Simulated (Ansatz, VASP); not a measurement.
# Sn: VASP beside Ansatz

Contents of INCAR:

```
  PREC = Accurate
  ENCUT = 520
  EDIFF = 1E-7
  ISMEAR = -1
  SIGMA = 0.05
  LREAL = F
  LASPH = T
  NELM = 100
  ALGO = Fast
  ISIF = 2
  LWAVE = F
  LCHARG = F
  GGA = PE
  NBANDS = 21
```

File KPOINTS:

```
Automatic mesh
0
Gamma
  7 7 7
```

The input POSCAR:

```
Sn
1.0
    0.0000000000      3.2333428000      3.2333428000
    3.2333428000      0.0000000000      3.2333428000
    3.2333428000      3.2333428000      0.0000000000
Sn
2
Direct
    0.7500000000      0.7500000000      0.7500000000
    0.5000000000      0.5000000000      0.5000000000
```

Contents of input.yaml:

```yaml
crystal:
  lattice:
    - [0.0, 3.2333428, 3.2333428]
    - [3.2333428, 0.0, 3.2333428]
    - [3.2333428, 3.2333428, 0.0]
  atoms:
    - { symbol: Sn, position: [0.75, 0.75, 0.75] }
    - { symbol: Sn, position: [0.5, 0.5, 0.5] }
hamiltonian:
  xc: pbe
  pseudopotentials: { kind: paw, azcp: { folder: soft_1 } }
kpoints:
  mp_grid: { grid: [7, 7, 7] }
scf:
  occupations: { method: fermi_dirac, width: 0.05 }
output:
  forces: true
  stress: true
  eigenvalues: true
```

This isn't the form of Sn at room conditions, which is tetragonal (white tin).

Alike in both runs: task single point; functional PBE; k mesh 7 × 7 × 7; occupations fermi-dirac, width 0.05 eV; no spin polarisation.

|  | VASP | Ansatz |
| --- | --- | --- |
| version | VASP 6.6.1 | Ansatz 0.2.0 |
| potentials or method | VASP PAW PBE potentials, release 64 (Sn_d) | Ansatz PAW soft_1 |
| plane-wave cutoff (eV) | 520 | 420 |
| valence electrons in the cell | 28 | 28 |

Ansatz gave:

```
gap on the k mesh at the Fermi level (eV) : none
pressure (GPa)                            : 3.8
```

Problem. Estimate VASP's values.

Solution. gap on the k mesh at the Fermi level (eV): none; pressure (GPa): 3.7.

A gap of «none» marks a metal or a gap that the smearing closes. The functional is the same, so the differences come from potentials, cutoffs and numerics.
